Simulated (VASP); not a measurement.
Here is a VASP 6.6.1 calculation.

INCAR

```
SYSTEM = SrTiO3
  PREC = Accurate
  ENCUT = 600
  EDIFF = 1E-7
  ISMEAR = 0
  SIGMA = 0.03
  LREAL = .FALSE.
  LASPH = .TRUE.
  NELM = 80
  ALGO = Normal
  ISIF = 3
  LWAVE = .FALSE.
  LCHARG = .FALSE.
  METAGGA = R2SCAN
  LMIXTAU = .TRUE.
  IBRION = 2
  NSW = 90
  EDIFFG = -0.005
```

KPOINTS

```
Automatic mesh
0
G
  8 8 8
  0 0 0
```

Contents of POSCAR:

```
SrTiO3                                  
1.0
    3.9121963107     -0.0000000000      0.0000000000
   -0.0000000000      3.9121963107      0.0000000000
   -0.0000000000     -0.0000000000      3.9121963107
  Sr              Ti              O             
     1     1     3
Direct
     0.5000000000000000    0.5000000000000000    0.5000000000000000
     0.0000000000000000    0.0000000000000000    0.0000000000000000
     0.5000000000000000    0.0000000000000000    0.0000000000000000
     0.0000000000000000    0.5000000000000000    0.0000000000000000
     0.0000000000000000    0.0000000000000000    0.5000000000000000
```

Potentials or basis: VASP PAW PBE potentials, release 64 (Sr_sv, Ti_sv, O).

Run with:

```bash
$ cat potpaw_PBE.64/Sr_sv/POTCAR potpaw_PBE.64/Ti_sv/POTCAR potpaw_PBE.64/O/POTCAR > POTCAR
$ mpirun -np 1 vasp_std > vasp.out
```

(1) Predict the band gap on the k mesh.

Results:

(1) 2.27 eV, indirect (least direct gap 2.65 eV).

Caveat: the relaxation stopped at its first step, so nothing moved.
